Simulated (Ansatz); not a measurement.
Runs of Ansatz 0.2.0 on Ca. Symmetry: Im-3m, No. 229, cubic system. Conventional cell: a = 4.480 Å, b = 4.480 Å, c = 4.480 Å, α = 90.00°, β = 90.00°, γ = 90.00°. Around Ca (site symmetry m-3m) lie 8 Ca at 3.88 Å. This isn't the form of Ca at room conditions, which is fcc.

```csv
task,level,potentials or basis,cell,k mesh,cutoff (eV),smearing,points for each segment of the path,other keys,gap on the mesh (eV),pressure (GPa)
single point,PBE,Ansatz PAW,cell strained at random at fixed volume,8 × 8 × 8,420,fermi-dirac 0.05 eV,-,-,none,-1.0
projected density of states,PBE0,JTH PAW,as given,6 × 6 × 6,870,fermi-dirac 0.1 eV,-,-,none,(a)
single point,revPBE+D3(BJ)-ATM,JTH PAW,as given,8 × 8 × 8,870,cold 0.1 eV,-,scf.mixing.preconditioner = local_kerker; …,none,-1.6
band structure,rPW86-PBE,JTH PAW,cell strained at random at fixed volume,6 × 6 × 6,870,methfessel-paxton 0.15 eV,14,-,none,-1.1
density of states,r2SCAN+rVV10,Ansatz PAW,as given,6 × 6 × 6,500,gaussian 0.01 eV,-,-,none,-0.7
single point,PBE,Ansatz PAW,as given,8 × 8 × 8,420,fermi-dirac 0.05 eV,-,-,none,-1.0
```

Alike in all rows: no spin polarisation.

Q: Fill in the values left out.

A: (a) -0.2.

Caveats: the cell was measured hot, at 740 K; pairwise dispersion overbinds metals, which lowers pressure and volume (some runs); the thresholds are loose for stress (some runs); the PAW data sets come from PBE, with cores solved anew for the run's functional, which leaves a small shift of forces and pressure (some runs).

A gap of «none» marks a metal or a gap under the smearing width.
